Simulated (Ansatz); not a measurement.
Crystal: AlN.

```
Al N
1.0
     0.00000    2.03452    2.03452
     2.03452    0.00000    2.03452
     2.03452    2.03452    0.00000
Al N
1 1
Direct
  0.50000 0.50000 0.50000
  0.00000 0.00000 0.00000
```

Measurements of this composition are mostly on another form, of space group No. 186.

| Property | Result |
| --- | --- |
| Program | Ansatz 0.2.0 |
| Task | relaxation of cell and atoms |
| Functional | LDA |
| Potentials or basis | Ansatz PAW |
| Cutoff | 420 eV (not typed: the program's choice for these potentials) |
| k mesh | 11 × 11 × 11 |
| Occupations | fermi-dirac, width 0.05 eV |
| Spin | no spin polarisation |

At the start: volume 8.42 Å³/atom.

Q: How do energy, volume and symmetry change on relaxing?

A: It ends after 7 steps and the volume is 8.07 Å³/atom (-4.2 %); space group Fm-3m (No. 225, to 0.05 Å).

Step by step:
```csv
step,energy change (eV),largest force (eV/Å),volume (Å³)
1,0.0000,0.0000,16.84
2,-0.0196,0.0000,16.50
3,-0.0279,0.0000,16.13
4,-0.0278,0.0000,16.15
5,-0.0252,0.0000,16.15
6,-0.0253,0.0000,16.13
7,-0.0253,0.0000,16.13
```

Final structure:
```
CELL_PARAMETERS angstrom
0.00000 2.00549 2.00549
2.00549 0.00000 2.00549
2.00549 2.00549 0.00000
ATOMIC_POSITIONS crystal
Al 0.50000 0.50000 0.50000
N 0.00000 0.00000 0.00000
```

Caveat: the plane-wave basis is chosen anew once the cell has moved, so the energies of steps on either side of that aren't comparable; the pressure holds a Pulay correction of +0.8 GPa for the finite cutoff; the PAW data sets come from PBE, with cores solved anew for the run's functional, which leaves a small shift of forces and pressure.
